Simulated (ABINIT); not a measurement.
GaN:

```
Ga N
1.0
     0.00000    2.25350    2.25350
     2.25350    0.00000    2.25350
     2.25350    2.25350    0.00000
Ga N
1 1
Direct
  0.00000 0.00000 0.00000
  0.25000 0.25000 0.25000
```

The cell is a database's computed one.

Base run:

```yaml
Program: ABINIT 10.8.3 (patched build)
Functional: PBE-EpsX
Potentials_or_basis: SPMS NC PBE v1.0
Cutoff: 952 eV
k_mesh: 6 × 6 × 6
Occupations: fermi-dirac, width 0.05 eV
Spin: no spin polarisation
```

Its results: band gap on the k mesh 3.08 eV, direct.

Task: The run is repeated on the same cell with these changes: functional from PBE-EpsX to PBE0. What comes out?

Result: Band gap on the k mesh 3.74 eV, direct.

Caveats: exact exchange is summed on a coarse mesh, which widens gaps by tenths of an eV.

